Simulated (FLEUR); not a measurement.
# Cu2O (Cuprite): band structure with PBEsol

**Experimental background.**

“Importance of surface oxygen vacancies for ultrafast hot carrier relaxation and transport in Cu2O”, 2021, arxiv:2103.03167 quotes, for a bulk crystal of Cu2O: band gap 2.17 eV (direct).

The system is Cu2O (Cuprite).

```
CELL_PARAMETERS angstrom
4.26000 0.00000 0.00000
0.00000 4.26000 0.00000
0.00000 0.00000 4.26000
ATOMIC_POSITIONS crystal
Cu 0.75000 0.25000 0.75000
Cu 0.75000 0.75000 0.25000
Cu 0.25000 0.75000 0.75000
Cu 0.25000 0.25000 0.25000
O 0.50000 0.50000 0.50000
O 0.00000 0.00000 0.00000
```

- Program: FLEUR MaX-R8.1 (later development tree)
- Task: band structure
- Functional: PBEsol
- Potentials or basis: all-electron
- Basis: FLAPW
- Kmax: 5.36 1/bohr
- k mesh: 6 × 6 × 6
- Occupations: fermi-dirac, width 0.05 eV
- Spin: no spin polarisation
- Gmax: 16.6 1/bohr
- Muffin-tin radii: Cu 1.83, O 1.4 bohr
- lmax: Cu 8, O 8
- Local orbitals a species: Cu 5, O 3
- Max iterations: 60
- Mixing factor: 0.05
- Mixer: Anderson
- Mixer history: 15
- Density convergence: 1e-05 me/bohr^3

* Band gap on the k mesh: 0.50 eV, direct
* Band gap along the path: 0.50 eV, direct
* Valence electrons inside the program's atomic spheres: Cu 16.94; O 4.49 (radii Cu 1.83, O 1.4 bohr)

Levels at the corners of the path, in eV from the valence-band top:
| point | band 41 | band 42 | band 43 | band 44 | band 45 | band 46 | band 47 | band 48 |
| --- | --- | --- | --- | --- | --- | --- | --- | --- |
| Γ | -1.56 | 0.00 | 0.00 | 0.00 | 0.50 | 1.14 | 1.14 | 7.87 |
| X | -1.19 | -1.19 | -0.40 | -0.40 | 2.22 | 2.22 | 4.15 | 4.15 |
| M | -1.21 | -1.21 | -0.66 | -0.66 | 1.84 | 1.84 | 3.80 | 3.80 |
| Γ | -1.56 | 0.00 | 0.00 | 0.00 | 0.50 | 1.14 | 1.14 | 7.87 |
| R | -1.00 | -0.57 | -0.57 | -0.57 | 2.36 | 2.36 | 2.36 | 4.84 |
| X | -1.19 | -1.19 | -0.40 | -0.40 | 2.22 | 2.22 | 4.15 | 4.15 |
| M | -1.21 | -1.21 | -0.66 | -0.66 | 1.84 | 1.84 | 3.80 | 3.80 |
| R | -1.00 | -0.57 | -0.57 | -0.57 | 2.36 | 2.36 | 2.36 | 4.84 |

Core levels (eV from the Fermi level):
| atom | levels |
| --- | --- |
| 1 Cu | 1s1/2 -8838.5, 2s1/2 -1059.0, 2p1/2 -927.7, 2p3/2 -907.2 |
| 2 Cu | 1s1/2 -8838.5, 2s1/2 -1059.0, 2p1/2 -927.7, 2p3/2 -907.2 |
| 3 Cu | 1s1/2 -8838.5, 2s1/2 -1059.0, 2p1/2 -927.7, 2p3/2 -907.2 |
| 4 Cu | 1s1/2 -8838.5, 2s1/2 -1059.0, 2p1/2 -927.7, 2p3/2 -907.2 |
| 5 O | 1s1/2 -505.8 |
| 6 O | 1s1/2 -505.8 |

It took 8.1 min on 1 thread of Arm Neoverse V1, on a shared host, peak memory 0.15 GiB.

Measured gap of Cu2O: 2.17 eV (direct; quoted in “Importance of surface oxygen vacancies for ultrafast hot carrier relaxation and transport in Cu2O”, 2021, arxiv:2103.03167). This calculation gives 0.50 eV (-1.67 eV). So large a miss can be the level of theory's own, or it may mean another phase, state or a wrong row. The value is that of PBEsol, without temperature or zero-point motion. Semilocal functionals fall short of measured gaps as a rule.
